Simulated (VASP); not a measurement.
Runs of VASP 6.6.1 on ZnSe. The structure is cubic, space group F-43m (No. 216). Conventional cell: a = 5.665 Å, b = 5.665 Å, c = 5.665 Å, α = 90.00°, β = 90.00°, γ = 90.00°. Zn (site symmetry -43m) is surrounded by 4 Se at 2.45 Å. Se (site symmetry -43m) is surrounded by 4 Zn at 2.45 Å. The cell is a database's computed one.

```csv
task,level,potentials or basis,cell,cutoff (eV),gap on the mesh (eV),pressure (GPa),relaxed volume (Å³/atom)
relaxation of cell and atoms,PBE+D3(BJ),"VASP PAW PBE potentials, release 64 (Zn, Se)",relaxed,600,1.30,0.0,22.68
relaxation of cell and atoms,PBE,"VASP PAW PBE potentials, release 64 (Zn, Se)",relaxed,600,1.14,0.0,(b)
relaxation of cell and atoms,LDA,"VASP PAW LDA potentials, release 64 (Zn, Se)",relaxed,600,1.27,0.0,21.67
relaxation of cell and atoms,RPBE,"VASP PAW PBE potentials, release 64 (Zn, Se)",relaxed,600,1.16,0.0,(a)
single point,PBEsol,"VASP PAW PBE potentials, release 64 (Zn, Se)",as given,520,1.18,(c),-
```

Alike in all rows: no spin polarisation; k mesh 8 × 8 × 8; smearing gaussian 0.02 eV.

Question: Fill in the values left out.

Answer: (a) 24.56; (b) 23.63; (c) -0.8.

Caveats: the PAW data sets were made with another functional, which shifts forces and pressure a little (some runs).

A k mesh can miss the band edges, and the runs leave out spin-orbit coupling on Se.
